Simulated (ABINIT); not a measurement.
Wanted: the native input for an ABINIT 10.8.3 (patched build) run.

* Task: band structure
* Functional: r2SCAN
* Potentials or basis: JTH PAW PBE v2.0
* Cutoff: 653 eV
* k mesh: 10 × 10 × 2
* Occupations: fermi-dirac, width 0.05 eV
* Spin: no spin polarisation
* Fine-grid cutoff: 1251.72 eV

The system is WS2, a slab with vacuum.

```xyz
3
Lattice="3.1835 0.0000 0.0000 -1.5918 2.7570 0.0000 0.0000 0.0000 16.9506" Properties=species:S:1:pos:R:3 pbc="T T T"
W     0.0000    0.0000    0.0000
S     0.0000    1.8380    1.5595
S     0.0000    1.8380   15.3911
```

One way to write it, as run:

run.abi

```
# Datasets: ground state, then fixed potential
ndtset 2

# Pseudopotentials
pp_dirpath "./"
pseudos "W.GGA_PBE-JTH.xml, S.GGA_PBE-JTH.xml"

# Structure
acell 6.0159740246 6.0159740245 32.0319498662
rprim
     1.0000000000     0.0000000000     0.0000000000
    -0.5000000000     0.8660254038     0.0000000000
     0.0000000000     0.0000000000     1.0000000000
ntypat 2
znucl 74 16
natom 3
typat 1 2 2
xred
     0.0000000000     0.0000000000     0.0000000000
     0.3333333333     0.6666666667     0.0920005100
     0.3333333333     0.6666666667     0.9079994900

# Plane-wave basis
ecut 24.0
pawecutdg 46.0

# Exchange and correlation
ixc -497498
usekden 1
pawxcdev 0

# Bands and occupations
occopt 3
tsmear 0.00183747

# SCF cycle
nstep 100

# Output
iomode 3
prtwf 0
prteig 0
prtebands 0
enunit 1
prtden1 1
prtkden1 1

# Dataset 1
kptopt1 1
ngkpt1 10 10 2
nshiftk1 1
shiftk1 0.0 0.0 0.0
nband1 17
tolvrs1 1.0e-7

# Dataset 2: bands along G-M-K-G-A-L-H-A
iscf2 -2
getden2 1
getkden2 1
nband2 23
nbdbuf2 4
tolwfr2 1.0e-11
kptopt2 -7
ndivsm2 5
prteig2 1
prtvol2 -3
kptbounds2
     0.0000000000     0.0000000000     0.0000000000
     0.5000000000     0.0000000000     0.0000000000
     0.3333333333     0.3333333333     0.0000000000
     0.0000000000     0.0000000000     0.0000000000
     0.0000000000     0.0000000000     0.5000000000
     0.5000000000     0.0000000000     0.5000000000
     0.3333333333     0.3333333333     0.5000000000
     0.0000000000     0.0000000000     0.5000000000
```

Potentials or basis: JTH PAW PBE v2.0.

Run with:

```sh
$ abinit run.abi > log 2>&1
```

It gave:

The largest force is 0.021 eV/Å and the band gap on the k mesh is 2.10 eV, indirect (least direct gap 2.29 eV). The band gap along the path is 1.89 eV, indirect (least direct gap 1.93 eV). The valence electrons inside the program's atomic spheres are W 11.71; S 3.62.

Caveat: meta-GGAs are numerically delicate in the vacuum of a slab; the PAW data sets were made with another functional, which shifts forces and pressure a little; spin-orbit coupling is left out, which moves the levels of the heavy elements.

Run time: 33 min on 1 thread of Arm Neoverse V2 (shared host), peak memory 0.58 GiB.
